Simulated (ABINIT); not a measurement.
# AlNi (Pm-3m) in ABINIT: further runs

One crystal, AlNi, is run at these levels: PBE, PBEsol; tasks: single point.

Program: ABINIT 10.8.3 (patched build). These are calculated values, not measurements. Logs are shortened: lines on timing, memory, paths and dates and some standing lists are left out, and cuts for length are marked. The log counts tension as positive stress, the text compression.

**1. The crystal as given**

Symmetry: Pm-3m, No. 221, cubic system. Conventional cell: a = 2.881 Å, b = 2.881 Å, c = 2.881 Å, α = 90.00°, β = 90.00°, γ = 90.00°. Ni (site symmetry m-3m) has 8 Al at 2.50 Å as nearest neighbours. Al (site symmetry m-3m) has 8 Ni at 2.50 Å as nearest neighbours.

**2. Single point, PBE, collinear spin, ferromagnetic start**

File run.abi:

```
# Pseudopotentials
pp_dirpath "./"
pseudos "Ni.GGA_PBE-JTH.xml, Al.GGA_PBE-JTH.xml"

# Structure
acell 2.881 2.881 2.881 Angstrom
rprim
     1.0000000000     0.0000000000     0.0000000000
     0.0000000000     1.0000000000     0.0000000000
     0.0000000000     0.0000000000     1.0000000000
ntypat 2
znucl 28 13
natom 2
typat 1 2
xred
     0.5000000000     0.5000000000     0.5000000000
     0.0000000000     0.0000000000     0.0000000000

# Plane-wave basis
ecut 30.0
pawecutdg 52.0

# k points
kptopt 1
ngkpt 7 7 7
nshiftk 1
shiftk 0.0 0.0 0.0

# Exchange and correlation
ixc 11

# Bands and occupations
nband 15
occopt 3
tsmear 0.00183747

# Spin
nsppol 2
spinat
     0.0000000000     0.0000000000     1.0000000000
     0.0000000000     0.0000000000     0.0000000000

# SCF cycle
nstep 100
tolvrs 1.0e-9

# Output
iomode 3
prtwf 0
prteig 0
prtebands 0
prtden 1
prtvha 1
prtvclmb 1
prtpot 1
```

Potentials or basis: JTH PAW PBE v2.0.

Launch:

```
$ abinit run.abi > log 2>&1
```

run.abo:

```text
.Version 10.8.3 of ABINIT
 Symmetries : space group Pm -3 m (#221); Bravais cP (primitive cubic)
================================================================================
 Values of the parameters that define the memory need of the present run
     intxc =       0    ionmov =       0      iscf =      17    lmnmax =      18
     lnmax =       6     mgfft =      30  mpssoang =       3    mqgrid =    3001
     natom =       2  nloc_mem =       2    nspden =       2   nspinor =       1
    nsppol =       2      nsym =      48    n1xccc =       1    ntypat =       2
    occopt =       3   xclevel =       2
       mpw =        1281          nfft =       27000          nkpt =          20
 PAW method is used; the additional fine FFT grid is defined by:
   mgfftf=        36    nfftf =     46656
================================================================================
================================================================================

--------------------------------------------------------------------------------
------------- Echo of variables that govern the present computation ------------
--------------------------------------------------------------------------------
 -outvars: echo values of preprocessed input variables --------
            acell      5.4443009687E+00  5.4443009687E+00  5.4443009687E+00 Bohr
              amu      5.86900000E+01  2.69815390E+01
             ecut      3.00000000E+01 Hartree
              ixc          11
         kptrlatt        7    0    0      0    7    0      0    0    7
          kptrlen      3.81101068E+01
            natom           2
            nband          15
            ngfft          30      30      30
          ngfftdg          36      36      36
             nkpt          20
           nspden           2
           nsppol           2
            nstep         100
             nsym          48
           ntypat           2
           occopt           3
        pawecutdg      5.20000000E+01 Hartree
         pawxcdev           0
        prtebands           0
           prteig           0
           prtpot           1
         prtvclmb           1
           prtvha           1
            prtwf           0
          spgroup         221
           spinat      0.0000000000E+00  0.0000000000E+00  1.0000000000E+00
                       0.0000000000E+00  0.0000000000E+00  0.0000000000E+00
           tolvrs      1.00000000E-09
           tsmear      1.83747000E-03 Hartree
            typat      1  2
           useylm           1
           xangst      1.4405000000E+00  1.4405000000E+00  1.4405000000E+00
                       0.0000000000E+00  0.0000000000E+00  0.0000000000E+00
            xcart      2.7221504844E+00  2.7221504844E+00  2.7221504844E+00
                       0.0000000000E+00  0.0000000000E+00  0.0000000000E+00
             xred      5.0000000000E-01  5.0000000000E-01  5.0000000000E-01
                       0.0000000000E+00  0.0000000000E+00  0.0000000000E+00
            znucl       28.00000   13.00000

================================================================================

 chkinp: Checking input parameters for consistency.

================================================================================
== DATASET  1 ==================================================================

--- !DatasetInfo
iteration_state: {dtset: 1, }
dimensions: {natom: 2, nkpt: 20, mband: 15, nsppol: 2, nspinor: 1, nspden: 2, mpw: 1281, }
cutoff_energies: {ecut:  30.0, pawecutdg:  52.0, }
electrons: {nelect:   2.10000000E+01, charge:   0.00000000E+00, occopt:   3.00000000E+00, tsmear:   1.83747000E-03, }
meta: {optdriver: 0, ionmov: 0, optcell: 0, iscf: 17, paral_kgb: 0, }
...

 Exchange-correlation functional for the present dataset will be:
  GGA: Perdew-Burke-Ernzerhof functional - ixc=11
  J.P.Perdew, K.Burke, M.Ernzerhof, PRL 77, 3865 (1996)

 Real(R)+Recip(G) space primitive vectors, cartesian coordinates (Bohr,Bohr^-1):
 R(1)=  5.4443010  0.0000000  0.0000000  G(1)=  0.1836783  0.0000000  0.0000000
 R(2)=  0.0000000  5.4443010  0.0000000  G(2)=  0.0000000  0.1836783  0.0000000
 R(3)=  0.0000000  0.0000000  5.4443010  G(3)=  0.0000000  0.0000000  0.1836783
 Unit cell volume ucvol=  1.6137133E+02 bohr^3
 Angles (23,13,12)=  9.00000000E+01  9.00000000E+01  9.00000000E+01 degrees

 Coarse grid specifications (used for wave-functions):

 getcut: wavevector=  0.0000  0.0000  0.0000  ngfft=  30  30  30
         ecut(hartree)=     30.000   => boxcut(ratio)=   2.23488

 getcut : COMMENT -
  Note that boxcut > 2.2 ; recall that boxcut=Gcut(box)/Gcut(sphere) = 2
  is sufficient for exact treatment of convolution.
  Such a large boxcut is a waste : you could raise ecut
  e.g. ecut=   37.460021 Hartrees makes boxcut=2

 Fine grid specifications (used for densities):

 getcut: wavevector=  0.0000  0.0000  0.0000  ngfft=  36  36  36
         ecut(hartree)=     52.000   => boxcut(ratio)=   2.03701

--- Pseudopotential description ------------------------------------------------
- pspini: atom type   1  psp file is ./Ni.GGA_PBE-JTH.xml
 Pseudopotential format is: paw10
 basis_size (lnmax)=  6 (lmn_size= 18), orbitals=   0   0   1   1   2   2
 Spheres core radius: rc_sph= 1.81432190
 Shapefunction is SIN type: shapef(r)=[sin(pi*r/rshp)/(pi*r/rshp)]**2
 Radius for shape functions =  1.60094920
 Compensation charge density is not taken into account in XC energy/potential

- pspini: atom type   2  psp file is ./Al.GGA_PBE-JTH.xml
 Pseudopotential format is: paw10
 basis_size (lnmax)=  4 (lmn_size=  8), orbitals=   0   0   1   1
 Spheres core radius: rc_sph= 1.90363307
 Shapefunction is SIN type: shapef(r)=[sin(pi*r/rshp)/(pi*r/rshp)]**2
 Radius for shape functions =  1.60786206
 Compensation charge density is not taken into account in XC energy/potential

   3.85142653E+02                                ecore*ucvol(ha*bohr**3)
--------------------------------------------------------------------------------

================================================================================

--- !BeginCycle
iteration_state: {dtset: 1, }
solver: {iscf: 17, nstep: 100, nline: 4, wfoptalg: 10, }
tolerances: {tolvrs: 1.00E-09, }
...

     iter   Etot(hartree)      deltaE(h)  residm     nres2   difmagsph maxmagsph
 ETOT  1  -172.52550980790    -1.725E+02 4.865E+00 3.969E+01 3.047E-01 3.047E-01
 ETOT  2  -173.42173801314    -8.962E-01 3.227E-02 2.490E+02 2.707E-01 3.399E-02
 ETOT  3  -173.03750228854     3.842E-01 5.627E-02 2.021E+01 7.145E-02 1.054E-01
 ETOT  4  -173.02828860469     9.214E-03 1.861E-02 1.794E+01 1.143E-02 1.169E-01
 ETOT  5  -173.01390159860     1.439E-02 8.146E-03 8.952E-01 6.043E-02 5.645E-02
 ETOT  6  -173.01567737645    -1.776E-03 3.765E-03 2.531E+00 4.106E-02 1.539E-02
 ETOT  7  -173.01333472439     2.343E-03 2.648E-03 1.786E-02 1.443E-02 2.468E-03
 ETOT  8  -173.01345736280    -1.226E-04 1.092E-03 7.386E-02 5.468E-03 6.433E-03
 ETOT  9  -173.01337748674     7.988E-05 6.370E-04 3.597E-03 3.761E-03 2.672E-03
 ETOT 10  -173.01337531248     2.174E-06 2.555E-04 7.876E-05 3.082E-03 4.105E-04
 ETOT 11  -173.01337534203    -2.956E-08 7.598E-05 1.134E-05 1.315E-04 2.790E-04
 ETOT 12  -173.01337534127     7.692E-10 3.907E-05 4.944E-06 1.684E-04 1.107E-04
 ETOT 13  -173.01337533601     5.251E-09 9.493E-06 1.584E-07 1.004E-04 1.027E-05
 ETOT 14  -173.01337533607    -5.548E-11 1.107E-05 1.039E-08 1.219E-05 1.921E-06
 ETOT 15  -173.01337533607     4.633E-12 2.725E-06 1.254E-09 2.345E-06 4.238E-07
 ETOT 16  -173.01337533606     9.095E-13 3.271E-06 5.108E-11 2.831E-07 1.408E-07

 At SCF step   16       nres2   =  5.11E-11 < tolvrs=  1.00E-09 =>converged.

 Cartesian components of stress tensor (hartree/bohr^3)
  sigma(1 1)=  1.35584369E-04  sigma(3 2)=  0.00000000E+00
  sigma(2 2)=  1.35584369E-04  sigma(3 1)=  0.00000000E+00
  sigma(3 3)=  1.35584369E-04  sigma(2 1)=  0.00000000E+00

--- !ResultsGS
iteration_state: {dtset: 1, }
comment   : Summary of ground state results
lattice_vectors:
- [  5.4443010,   0.0000000,   0.0000000, ]
- [  0.0000000,   5.4443010,   0.0000000, ]
- [  0.0000000,   0.0000000,   5.4443010, ]
lattice_lengths: [   5.44430,    5.44430,    5.44430, ]
lattice_angles: [ 90.000,  90.000,  90.000, ] # degrees, (23, 13, 12)
lattice_volume:   1.6137133E+02
convergence: {deltae:  9.095E-13, res2:  5.108E-11, residm:  3.271E-06, diffor: null, }
etotal    :  -1.73013375E+02
entropy   :   0.00000000E+00
fermie    :   4.31231715E-01
cartesian_stress_tensor: # hartree/bohr^3
- [  1.35584369E-04,   0.00000000E+00,   0.00000000E+00, ]
- [  0.00000000E+00,   1.35584369E-04,   0.00000000E+00, ]
- [  0.00000000E+00,   0.00000000E+00,   1.35584369E-04, ]
pressure_GPa:  -3.9890E+00
xred      :
- [  5.0000E-01,   5.0000E-01,   5.0000E-01, Ni]
- [  0.0000E+00,   0.0000E+00,   0.0000E+00, Al]
cartesian_forces: # hartree/bohr
- [ -0.00000000E+00,  -0.00000000E+00,  -0.00000000E+00, ]
- [ -0.00000000E+00,  -0.00000000E+00,  -0.00000000E+00, ]
force_length_stats: {min:   0.00000000E+00, max:   0.00000000E+00, mean:   0.00000000E+00, }
...

 Integrated electronic and magnetization densities in atomic spheres:
 ------------------------------------------------------------------------------------------------------------
 Radius=ratsph(iatom), smearing ratsm=  0.0000. Diff(up-dn)=approximate z local magnetic moment.
    Atom    Radius    up_density   dn_density  Total(up+dn)  Diff(up-dn)
    1 Ni   1.81432     7.945305     7.945306     15.890611    -0.000000
    2 Al   1.90363     0.400440     0.400440      0.800880    -0.000000
 ------------------------------------------------------------------------------------------------------------
  Sum:                 8.345745     8.345745     16.691491    -0.000000
 Total magnetization (from the atomic spheres):               -0.000000
 Total magnetization (exact up - dn):                         -0.000000

================================================================================

 ----iterations are completed or convergence reached----

 Mean square residual over all n,k,spin=   11.187E-09; max=  32.712E-07
 reduced coordinates (array xred) for    2 atoms
       0.500000000000      0.500000000000      0.500000000000
       0.000000000000      0.000000000000      0.000000000000
 rms dE/dt=  0.0000E+00; max dE/dt=  0.0000E+00; dE/dt below (all hartree)
    1       0.000000000000      0.000000000000      0.000000000000
    2       0.000000000000      0.000000000000      0.000000000000

 cartesian coordinates (angstrom) at end:
    1      1.44050000000000     1.44050000000000     1.44050000000000
    2      0.00000000000000     0.00000000000000     0.00000000000000

 cartesian forces (hartree/bohr) at end:
    1     -0.00000000000000    -0.00000000000000    -0.00000000000000
    2     -0.00000000000000    -0.00000000000000    -0.00000000000000
 frms,max,avg= 0.0000000E+00 0.0000000E+00   0.000E+00  0.000E+00  0.000E+00 h/b

 cartesian forces (eV/Angstrom) at end:
    1     -0.00000000000000    -0.00000000000000    -0.00000000000000
    2     -0.00000000000000    -0.00000000000000    -0.00000000000000
 frms,max,avg= 0.0000000E+00 0.0000000E+00   0.000E+00  0.000E+00  0.000E+00 e/A
 length scales=  5.444300968740  5.444300968740  5.444300968740 bohr
              =  2.881000000000  2.881000000000  2.881000000000 angstroms
 Fermi (or HOMO) energy (hartree) =   0.43123   Average Vxc (hartree)=  -0.43505
 Magnetization (Bohr magneton)=  3.15470547E-08
 Total spin up =  1.05000000E+01   Total spin down =  1.05000000E+01
 Eigenvalues (hartree) for nkpt=  20  k points, SPIN UP:
 kpt#   1, nband= 15, wtk=  0.00292, kpt=  0.0000  0.0000  0.0000 (reduced coord)
  -3.37130   -1.91605   -1.91605   -1.91605    0.01432    0.30707    0.30707    0.36983
   0.36983    0.36983    0.62657    0.62657    0.62657    0.72386    0.72386
      occupation numbers for kpt#   1
   1.00000    1.00000    1.00000    1.00000    1.00000    1.00000    1.00000    1.00000
   1.00000    1.00000    0.00000    0.00000    0.00000    0.00000    0.00000
 prteigrs : prtvol=0 or 1, do not print more k-points.

 Eigenvalues (hartree) for nkpt=  20  k points, SPIN DOWN:
 kpt#   1, nband= 15, wtk=  0.00292, kpt=  0.0000  0.0000  0.0000 (reduced coord)
  -3.37130   -1.91605   -1.91605   -1.91605    0.01432    0.30707    0.30707    0.36983
   0.36983    0.36983    0.62657    0.62657    0.62657    0.72386    0.72386
      occupation numbers for kpt#   1
   1.00000    1.00000    1.00000    1.00000    1.00000    1.00000    1.00000    1.00000
   1.00000    1.00000    0.00000    0.00000    0.00000    0.00000    0.00000
 prteigrs : prtvol=0 or 1, do not print more k-points.

--- !EnergyTerms
iteration_state     : {dtset: 1, }
comment             : Components of total free energy in Hartree
kinetic             :  3.00377189045282E+01
hartree             :  5.71018568606484E+01
xc                  : -7.82315224479837E+00
Ewald energy        : -9.47255810573542E+01
psp_core            :  2.38668575352008E+00
local_psp           : -1.54769683651688E+02
PAW spherical_terms : -5.22098909355717E+00
internal            : -1.73013144528701E+02
'-kT*entropy'       : -2.29696493008277E-04
total_energy        : -1.73013374225194E+02
total_energy_eV     : -4.70793375176221E+03
...

--- !EnergyTermsDC
iteration_state     : {dtset: 1, }
comment             : '"Double-counting" decomposition of free energy'
band_energy         : -1.42118942758300E+01
Ewald energy        : -9.47255810573542E+01
psp_core            :  2.38668575352008E+00
xc_dc               : -5.50347092366430E+01
PAW spherical_terms : -1.14276468232645E+01
internal            : -1.73013145639572E+02
'-kT*entropy'       : -2.29696493008277E-04
total_energy_dc     : -1.73013375336065E+02
total_energy_dc_eV  : -4.70793378199054E+03
...

--- !EnergyTermsWithPAWCore
iteration_state     : {dtset: 1, }
comment             : 'Components of total free energy, including PAW core contributions'
Total energy        : -1.76365808133042E+03
Total energy DC     : -1.76365808244129E+03
Total energy (eV)   : -4.79915812569277E+04
Total energy DC (eV): -4.79915812871560E+04
...

 Cartesian components of stress tensor (hartree/bohr^3)
  sigma(1 1)=  1.35584369E-04  sigma(3 2)=  0.00000000E+00
  sigma(2 2)=  1.35584369E-04  sigma(3 1)=  0.00000000E+00
  sigma(3 3)=  1.35584369E-04  sigma(2 1)=  0.00000000E+00

-Cartesian components of stress tensor (GPa)         [Pressure= -3.9890E+00 GPa]
- sigma(1 1)=  3.98902985E+00  sigma(3 2)=  0.00000000E+00
- sigma(2 2)=  3.98902985E+00  sigma(3 1)=  0.00000000E+00
- sigma(3 3)=  3.98902985E+00  sigma(2 1)=  0.00000000E+00

== END DATASET(S) ==============================================================
================================================================================

 -outvars: echo values of variables after computation  --------
            acell      5.4443009687E+00  5.4443009687E+00  5.4443009687E+00 Bohr
           etotal     -1.7301337534E+02
            fcart     -0.0000000000E+00 -0.0000000000E+00 -0.0000000000E+00
                      -0.0000000000E+00 -0.0000000000E+00 -0.0000000000E+00
           strten      1.3558436874E-04  1.3558436874E-04  1.3558436874E-04
                       0.0000000000E+00  0.0000000000E+00  0.0000000000E+00
           xangst      1.4405000000E+00  1.4405000000E+00  1.4405000000E+00
                       0.0000000000E+00  0.0000000000E+00  0.0000000000E+00
             xred      5.0000000000E-01  5.0000000000E-01  5.0000000000E-01
                       0.0000000000E+00  0.0000000000E+00  0.0000000000E+00
 Calculation completed.
```

Run time: 29 s. Hardware: 1 thread of Arm Neoverse V2, shared host; peak memory 0.14 GiB.

Results:

```
Free energy                                           : -4707.9338 eV
Band gap on the k mesh                                : none (metal or under the smearing width)
Net moment                                            : 0.00 μB per cell
Valence electrons inside the program's atomic spheres : Ni 15.89; Al 0.80
```

Levels at points of the mesh, in eV from the Fermi level:
Spin up:
```csv
k point,band 6,band 7,band 8,band 9,band 10,band 11,band 12,band 13,band 14,band 15
"(0.00, 0.00, 0.00)",-3.38,-3.38,-1.67,-1.67,-1.67,5.32,5.32,5.32,7.96,7.96
```
Spin down:
```csv
k point,band 7,band 8,band 9,band 10,band 11,band 12,band 13,band 14
"(0.00, 0.00, 0.00)",-3.38,-1.67,-1.67,-1.67,5.32,5.32,5.32,7.96
```

Caveat: the cutoff is too short for stress, so the log's stress isn't used; small starting moments can end in a higher magnetic state in this program.

**3. Single point, PBEsol, collinear spin, ferromagnetic start**

File run.abi:

```
pp_dirpath "./"
pseudos "Ni.GGA_PBE-JTH.xml, Al.GGA_PBE-JTH.xml"

acell 3*1.0 Angstrom
rprim
     2.8810000000     0.0000000000     0.0000000000
     0.0000000000     2.8810000000     0.0000000000
     0.0000000000     0.0000000000     2.8810000000
ntypat 2
znucl 28 13
natom 2
typat 1 2
xred
     0.5000000000     0.5000000000     0.5000000000
     0.0000000000     0.0000000000     0.0000000000

ecut 30.0
pawecutdg 52.0

kptopt 1
ngkpt 5 5 5
nshiftk 1
shiftk 0.0 0.0 0.0

ixc -116133

nband 15
occopt 3
tsmear 0.00183747

nsppol 2
spinat
     0.0000000000     0.0000000000     1.0000000000
     0.0000000000     0.0000000000     0.0000000000

nstep 100
tolvrs 1.0e-9

iomode 3
prtwf 0
prteig 0
prtebands 0
enunit 1
prtden 1
prtvha 1
prtvclmb 1
prtpot 1
```

Potentials or basis: JTH PAW PBE v2.0.

Launch:

```
$ abinit run.abi > log 2>&1
```

Wall time 37 s (1 thread of Arm Neoverse V2, shared host); peak memory 0.13 GiB.

Results (log left out):

```
Free energy                                           : -4705.1882 eV
Band gap on the k mesh                                : none (metal or under the smearing width)
Net moment                                            : 0.00 μB per cell
Valence electrons inside the program's atomic spheres : Ni 15.88; Al 0.80
```

Levels at points of the mesh, in eV from the Fermi level:
Spin up:
| k point | band 6 | band 7 | band 8 | band 9 | band 10 | band 11 | band 12 | band 13 | band 14 | band 15 |
| --- | --- | --- | --- | --- | --- | --- | --- | --- | --- | --- |
| (0.00, 0.00, 0.00) | -3.15 | -3.15 | -1.45 | -1.45 | -1.45 | 5.59 | 5.59 | 5.59 | 8.28 | 8.28 |
Spin down:
```
           k point  band 8  band 9  band 10  band 11  band 12  band 13
(0.00, 0.00, 0.00)   -1.45   -1.45    -1.45     5.59     5.59     5.59
```

Caveat: the k mesh is coarse (spacing up to 0.44 Å⁻¹), so the values aren't converged; the cutoff is too short for stress, so the log's stress isn't used; small starting moments can end in a higher magnetic state in this program; the PAW data sets were made with another functional, which shifts forces and pressure a little.
